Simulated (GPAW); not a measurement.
Set up this calculation in GPAW 26.7.0, as an ASE script.

```yaml
Task: relaxation of cell and atoms
Functional: PBEsol
Dispersion: D3
Potentials_or_basis: PAW data sets generated in the run's folder for this functional
Cutoff: 600 eV
Basis: pw
k_mesh: 5 × 5 × 5
Occupations: fermi-dirac, width 0.05 eV
Spin: no spin polarisation
Maxiter: 150
Optimizer: BFGS
Fmax: 0.02 eV/Å
Max_steps: 60
Convergence: density=1e-05 forces=0.0001
```

The system is Al2Cu (Khatyrkite).

```
Cu Al
1.0
    -3.03350    3.03350    2.43850
     3.03350   -3.03350    2.43850
     3.03350    3.03350   -2.43850
Cu Al
2 4
Direct
  0.25000 0.25000 0.00000
  0.75000 0.75000 0.00000
  0.34190 0.15810 0.50000
  0.84190 0.34190 0.18380
  0.65810 0.84190 0.50000
  0.15810 0.65810 0.81620
```

The input as run:

run.py

```python
from ase import Atoms
from ase.calculators.mixing import SumCalculator
from ase.filters import FrechetCellFilter
from ase.io import write
from ase.optimize import BFGS
from dftd3.ase import DFTD3
from gpaw import GPAW, PW, setup_paths

setup_paths.insert(0, '.')

atoms = Atoms(['Cu', 'Cu', 'Al', 'Al', 'Al', 'Al'],
              cell=[[-3.0335, 3.0335, 2.4385],
                    [3.0335, -3.0335, 2.4385],
                    [3.0335, 3.0335, -2.4385]],
              scaled_positions=[[0.25, 0.25, 0.0],
                                [0.75, 0.75, 0.0],
                                [0.3419, 0.1581, 0.5],
                                [0.8419, 0.3419, 0.1838],
                                [0.6581, 0.8419, 0.5],
                                [0.1581, 0.6581, 0.8162]],
              pbc=True)

calc = GPAW(mode=PW(600),
            xc='PBEsol',
            kpts={'size': (5, 5, 5), 'gamma': True},
            occupations={'name': 'fermi-dirac', 'width': 0.05},
            nbands=35,
            convergence={'density': 1e-05, 'forces': 0.0001},
            maxiter=150,
            txt='gpaw.txt')
atoms.calc = SumCalculator([calc, DFTD3(method='pbesol', damping='d3zero')])
opt = BFGS(FrechetCellFilter(atoms), trajectory='relax.traj', logfile='-')
done = opt.run(fmax=0.02, steps=60)
calc.write('gs.gpw')
write('result.traj', atoms)
print('Converged:', done)
print('Cell:', atoms.cell.cellpar().round(4))
print('Volume:', round(atoms.get_volume(), 4))
print(atoms.get_scaled_positions().round(5))
```

Potentials or basis: PAW data sets generated in the run's folder for this functional, pw.

Run with:

```bash
$ gpaw-setup -f PBEsol Al Cu
$ OMP_NUM_THREADS=1 python run.py
```

It gave:

```
Relaxed volume                         : 13.98 Å³/atom
Relaxed cell                           : a = 4.837 Å, b = 4.837 Å, c = 4.837 Å, α = 103.57°, β = 103.57°, γ = 122.05°
Space group after relaxing (to 0.05 Å) : I4/mcm (No. 140)
Energy gained by relaxing              : 26.4 meV/atom
Ionic steps                            : 11
Pressure after relaxing                : 0.1 GPa
Band gap on the k mesh                 : none (metal or under the smearing width)
Dispersion energy per atom             : -0.249 eV
```

Caveat: with this Cu data set, volumes or pressures lay over 1.5 % or 2 GPa off other programs in two to four cells of ten; later steps reuse the first step's grids; pairwise dispersion overbinds metals, which lowers pressure and volume.

It took 6.3 min on 1 thread of Arm Neoverse V2 (shared host), peak memory 0.32 GiB.
